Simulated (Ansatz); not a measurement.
# CoSi2: equation of state with r2SCAN

Crystal: CoSi2.

```xyz
3
Lattice="0.0000 2.6780 2.6780 2.6780 0.0000 2.6780 2.6780 2.6780 0.0000" Properties=species:S:1:pos:R:3 pbc="T T T"
Co    0.0000    0.0000    0.0000
Si    4.0170    4.0170    4.0170
Si    1.3390    1.3390    1.3390
```

| Property | Result |
| --- | --- |
| Program | Ansatz 0.2.0 |
| Task | equation of state |
| Functional | r2SCAN |
| Potentials or basis | Ansatz PAW |
| Cutoff | 500 eV |
| Density cutoff | 2000 eV |
| k mesh | 9 × 9 × 9 |
| Occupations | fermi-dirac, width 0.05 eV |
| Spin | collinear spin, ferromagnetic start |
| Starting moments | [2.0, 0.0, 0.0] μB |

```yaml
Equilibrium_volume: 12.52 Å³/atom
Bulk_modulus: 196 GPa
Pressure_derivative_of_the_bulk_modulus: 4.6
```

Energy against volume, from the lowest point:
| volume (Å³/atom) | energy (meV/atom) |
| --- | --- |
| 12.036 | 12.06 |
| 12.292 | 2.48 |
| 12.548 | 0.00 |
| 12.804 | 3.86 |
| 13.060 | 13.37 |
| 13.316 | 27.94 |
| 13.572 | 46.99 |

All runs of the series together: 55 s on 2 threads of AMD EPYC 7R43 64-Core Processor (Zen 3), on a shared host.

Caveat: the magnetic or orbital state may not be the lowest; the PAW data sets were made with another functional, which shifts forces and pressure a little.
